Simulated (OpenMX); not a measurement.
## Moving the dispersion correction in B

```cif
data_structure
_symmetry_space_group_name_H-M 'Pmmn:1'
_symmetry_Int_Tables_number 59
_cell_length_a 1.6246
_cell_length_b 2.8661
_cell_length_c 3.9144
_cell_angle_alpha 90.000
_cell_angle_beta 90.000
_cell_angle_gamma 90.000
_cell_volume 18.23
loop_
_atom_site_label
_atom_site_type_symbol
_atom_site_symmetry_multiplicity
_atom_site_Wyckoff_symbol
_atom_site_fract_x
_atom_site_fract_y
_atom_site_fract_z
_atom_site_occupancy
B1 B 2 b 0.00000 0.50000 0.60926 1
```

This isn't the form of B at room conditions, which is rhombohedral.

Kept alike: task single point; functional PBE; k mesh 11 × 7 × 5; occupations fermi-dirac, width 0.05 eV; no spin polarisation. Program: OpenMX, OpenMX 2013 PBE set, B7.0-s2p2d1, grid cutoff 300 Ry. The mesh is that of the run's cell of 2 atoms. No spin-orbit coupling.

| dispersion correction | pressure (GPa) |
| --- | --- |
| D3(zero) | -1.42 |
| D3(BJ) | -2.91 |
| D4 | -3.04 |
| none | 0.03 |

Pressure is positive in compression. For a metal such a mesh leaves the last digits unconverged.

Task: What does the dispersion correction change here?

Result: The pressure runs from -3.04 (D4) to 0.03 GPa (none). Dispersion terms mostly attract, so at fixed cell they lower the pressure.
